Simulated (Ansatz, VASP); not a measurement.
# Ti in VASP and in Ansatz

The input INCAR:

```
PREC = Accurate ; ENCUT = 600
EDIFF = 1E-7 ; ISMEAR = 0
SIGMA = 0.1 ; LREAL = False
LASPH = True ; NELM = 60
ALGO = Normal ; ISIF = 3
LWAVE = False ; LCHARG = False
IBRION = 2 ; NSW = 100
EDIFFG = -0.05
```

The input KPOINTS:

```
regular mesh
0
Gamma
  9 9 4
```

File POSCAR:

```
Ti
1.0
    2.9500000000      0.0000000000      0.0000000000
   -1.4750000000      2.5547749412      0.0000000000
    0.0000000000      0.0000000000      4.6800000000
Ti
2
Direct
    0.3333333333      0.6666666667      0.2500000000
    0.6666666667      0.3333333333      0.7500000000
```

Input for Ansatz:

```yaml
crystal:
  lattice:
    - [2.95, 0.0, 0.0]
    - [-1.475, 2.5547749412, 0.0]
    - [0.0, 0.0, 4.68]
  atoms:
    - { symbol: Ti, position: [0.3333333333, 0.6666666667, 0.25] }
    - { symbol: Ti, position: [0.6666666667, 0.3333333333, 0.75] }
basis:
  ecutwfc: 420
kpoints:
  mp_grid: { grid: [9, 9, 4] }
hamiltonian:
  xc: lda
scf:
  occupations: { method: gaussian, width: 0.1 }
output:
  forces: true
  stress: true
  eigenvalues: true
relax:
  adjacent_minimum: "off"
  f_tol: 0.05
  max_steps: 80
  cell: { stress_tol: 0.5 }
```

Alike in both runs: task relaxation of cell and atoms; functional LDA; k mesh 9 × 9 × 4; occupations gaussian, width 0.1 eV; no spin polarisation.

|  | VASP | Ansatz |
| --- | --- | --- |
| version | VASP 6.6.1 | Ansatz 0.2.0 |
| potentials or method | VASP PAW LDA potentials, release 64 (Ti_sv) | scalar-relativistic, plane waves, PAW |
| plane-wave cutoff (eV) | 600 | 420 |
| valence electrons in the cell | 24 | 24 |

```tsv
	VASP	Ansatz	Ansatz less VASP
gap on the k mesh at the Fermi level, each at its own relaxed structure (eV)	none	none	-
relaxed volume (Å³/atom)	16.09	16.11	+0.025
relaxed cell length with the largest relative difference (Å)	2.865	2.868	+0.0035
energy change over the relaxation (meV/atom)	-52	-51	+1.1
```

A gap of «none» marks a metal or a gap that the smearing closes.

 LDA usually gives volumes a few per cent too small. Zero-point motion and thermal expansion aren't in these numbers.
